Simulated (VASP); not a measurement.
Crystal: TiO2.

```
Ti O
1.0
     4.59984    0.00000    0.00000
     0.00000    4.59984    0.00000
     0.00000    0.00000    2.95921
Ti O
2 4
Direct
  0.00000 0.00000 0.50000
  0.50000 0.50000 0.00000
  0.30432 0.30432 0.50000
  0.19568 0.80432 0.00000
  0.80432 0.19568 0.00000
  0.69568 0.69568 0.50000
```

The cell is a database's computed one.

```yaml
Program: VASP 6.6.1
Task: relaxation of cell and atoms
Functional: RPBE
Potentials_or_basis: VASP PAW PBE potentials, release 64 (Ti_sv, O)
Cutoff: 600 eV
k_mesh: 6 × 6 × 9
Occupations: fermi-dirac, width 0.05 eV
Spin: no spin polarisation
```

At the start: pressure 9.7 GPa; volume 10.44 Å³/atom.

**Question.** How do energy, volume and symmetry change on relaxing?

**Answer.** Over 8 steps the energy falls by 14.0 meV/atom and the volume is 10.93 Å³/atom (+4.7 %); space group P4_2/mnm (No. 136, to 0.05 Å).

Step by step:
| step | energy change (eV) | largest force (eV/Å) | pressure (GPa) | volume (Å³) |
| --- | --- | --- | --- | --- |
| 1 | 0.0000 | 0.0491 | 9.68 | 62.61 |
| 2 | 0.0202 | 0.3641 | -9.17 | 68.50 |
| 3 | -0.0773 | 0.1590 | -0.04 | 65.29 |
| 4 | -0.0773 | 0.1552 | 0.14 | 65.24 |
| 5 | -0.0832 | 0.0552 | 0.15 | 65.40 |
| 6 | -0.0842 | 0.0083 | 0.20 | 65.51 |
| 7 | -0.0842 | 0.0061 | -0.23 | 65.65 |
| 8 | -0.0842 | 0.0017 | 0.00 | 65.57 |

Final structure:
```yaml
crystal:
  lattice:
    - [4.68838, 0.00000, 0.00000]
    - [0.00000, 4.68838, 0.00000]
    - [0.00000, 0.00000, 2.98306]
  atoms:
    - { symbol: Ti, position: [0.00000, 0.00000, 0.50000] }
    - { symbol: Ti, position: [0.50000, 0.50000, 0.00000] }
    - { symbol: O, position: [0.30578, 0.30578, 0.50000] }
    - { symbol: O, position: [0.19422, 0.80578, 0.00000] }
    - { symbol: O, position: [0.80578, 0.19422, 0.00000] }
    - { symbol: O, position: [0.69422, 0.69422, 0.50000] }
```

Caveat: the PAW data sets were made with another functional, which shifts forces and pressure a little.
